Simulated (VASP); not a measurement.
Consider the following.

```
SrF2
1.0
    0.00000     2.90000     2.90000
    2.90000     0.00000     2.90000
    2.90000     2.90000     0.00000
Sr F
1 2
Direct
  0.00000   0.00000   0.00000
  0.25000   0.25000   0.25000
  0.75000   0.75000   0.75000
```

The numbers are results of PBE GGA with spin-orbit coupling, VASP's PBE PAW potentials (set 64) (plane waves; VASP), not measurements. Run with 520 eV cut-off, 6×6×6 Γ-centred mesh, Gaussian smearing of 0.050 eV, potentials Sr_sv F.

Task: Estimate the energy per atom (σ→0), pressure, band gap (on the k-mesh) with the smallest direct gap where there is one.

Result: 
```
Quantity                                     Result
-----------------------------------  --------------
band gap (on the k-mesh)                    6.92 eV
smallest direct gap (on the k-mesh)         7.00 eV
energy per atom (σ→0)                -5.715 eV/atom
pressure                                   2.35 GPa
```

The absolute energy has meaning only against runs of the same code, potentials and settings.

The compound is SrF2 in the fluorite structure. The cell was not relaxed at this level. The run is one of a series of settings (GGA_COMPAT = .FALSE., LSORBIT = .TRUE., MAGMOM = 0 0 0 0 0 0 0 0 0, program vasp_ncl against the base run), some of them coarse on purpose.
